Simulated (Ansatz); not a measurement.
# FeO: changing the functional

The cell as given:

Space group Fm-3m (No. 225). a = 4.311 Å, b = 4.311 Å, c = 4.311 Å, α = 90.00°, β = 90.00°, γ = 90.00°
| atom | site | symmetry | x | y | z |
| --- | --- | --- | --- | --- | --- |
| Fe | 4a | m-3m | 0.0000 | 0.0000 | 0.0000 |
| O | 4b | m-3m | 0.5000 | 0.0000 | 0.0000 |

Kept alike: task relaxation of cell and atoms; k mesh 8 × 8 × 8; occupations fermi-dirac, width 0.05 eV; collinear spin, ferromagnetic start. Program: Ansatz, Ansatz PAW, cutoff 420 eV. The mesh is that of the run's cell of 2 atoms. No spin-orbit coupling.

| run | volume (Å³/atom) | largest site moment (μB) |
| --- | --- | --- |
| A | 10.321 | 3.47 |
| B | 9.135 | 3.27 |
| C | 9.570 | 3.42 |
| D | 10.234 | 3.47 |
| E | 10.006 | 3.45 |

The relaxations keep at least the cell's symmetry (Fm-3m). For a metal such a mesh leaves the last digits unconverged. Relaxations stop with a little pressure left, so the last digits of a volume or edge aren't settled. The measured crystal is an antiferromagnetic insulator; a metallic or parallel state is the runs' own. Ansatz's relaxations hold a Pulay term in the stress (up to 0.9 GPa here). The runs hold the magnetic state that their start led to, which needn't be the lowest. Site moments count inside each atom's sphere or projector. All rows use potentials made for PBE.

The runs differ in the functional alone: LDA; PBE; PBEsol; RPBE; revPBE. Which run is which?

Run A is RPBE; run B is LDA; run C is PBEsol; run D is revPBE; run E is PBE. The volume runs from 9.135 (LDA) to 10.321 Å³/atom (RPBE). From PBE: LDA -0.871; PBEsol -0.436; RPBE +0.315; revPBE +0.228. The largest site moment runs from 3.27 (LDA) to 3.47 μB (RPBE; revPBE). From PBE: LDA -0.18; PBEsol -0.03; RPBE +0.02; revPBE +0.02.
